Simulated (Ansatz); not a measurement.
This geometry of a periodic cell of 17 atoms, Si (host Si, host structure diamond, interstitial Si) is a first-order saddle point.

These are results of DFT PBEsol, scalar-relativistic, plane waves, PAW (Ansatz), not measurements. Settings: PAW set soft_1, cutoff 420 eV, k mesh 2x2x2, gaussian smearing 0.02 eV, no spin polarisation.

```xyz
17
Lattice="0.0000 5.4300 5.4300 5.4300 0.0000 5.4300 5.4300 5.4300 0.0000" Properties=species:S:1:pos:R:3
Si 0.220 -0.221 -0.221
Si 1.251 1.262 1.259
Si 2.614 2.812 -0.102
Si 4.170 4.174 1.262
Si 2.615 -0.099 2.812
Si 4.172 1.264 4.176
Si 5.535 2.814 2.815
Si 6.566 4.297 4.295
Si -0.025 2.643 2.642
Si 1.596 3.834 3.833
Si 2.788 5.453 2.642
Si 3.997 6.862 4.051
Si 2.788 2.643 5.453
Si 3.997 4.054 6.862
Si 5.191 5.671 5.670
Si 6.810 6.862 6.862
Si 3.393 7.467 7.467
```

Question: Which two structures does it join? (They come from a converged band through this point; their orientation in space is the band's.)

Answer: Contacts lost: Si15–Si17. Contacts made: Si10–Si17. The atom that moves furthest is Si17, by 2.35 Å; four of its nearest neighbours are Si7 2.39, Si3 2.39, Si15 2.39, Si5 2.39 Å at the first end and Si10 2.39, Si2 2.39, Si4 2.39, Si6 2.39 Å at the last.

First end point:

```xyz
17
Lattice="0.0000 5.4300 5.4300 5.4300 0.0000 5.4300 5.4300 5.4300 0.0000" Properties=species:S:1:pos:R:3
Si 0.005 -0.005 -0.005
Si 1.325 1.358 1.356
Si 2.691 2.739 -0.024
Si 4.073 4.106 1.358
Si 2.696 -0.019 2.734
Si 4.074 1.359 4.106
Si 5.456 2.741 2.741
Si 6.791 4.079 4.072
Si 0.004 2.719 2.719
Si 1.357 4.071 4.073
Si 2.710 5.425 2.720
Si 4.071 6.787 4.039
Si 2.711 2.719 5.426
Si 4.073 4.040 6.787
Si 5.452 5.408 5.408
Si 6.821 6.788 6.789
Si 4.076 6.794 6.787
```

Last end point:

```xyz
17
Lattice="0.0000 5.4300 5.4300 5.4300 0.0000 5.4300 5.4300 5.4300 0.0000" Properties=species:S:1:pos:R:3
Si -0.003 0.002 0.001
Si 1.331 1.337 1.336
Si 2.713 2.716 -0.030
Si 4.093 4.097 1.337
Si 2.713 -0.030 2.716
Si 4.093 1.337 4.096
Si 5.460 2.716 2.716
Si 6.781 4.078 4.078
Si -0.037 2.716 2.716
Si 1.332 4.097 4.096
Si 2.713 5.465 2.716
Si 4.074 6.784 4.081
Si 2.713 2.717 5.464
Si 4.074 4.081 6.784
Si 5.429 5.431 5.431
Si 6.779 6.785 6.784
Si 2.711 8.147 8.146
```

Question: How far does it lie above each of them?

Answer: 0.294 eV above the first and 0.294 eV above the second. This is the barrier of this one path; another mechanism may lie lower. Limits of this set-up: coarse k mesh, PAW files made for another functional, a small cell, in which the defect meets its images.

Run time: 6 min on 1 thread of Arm Neoverse V2 (shared host), peak memory 0.81 GiB.
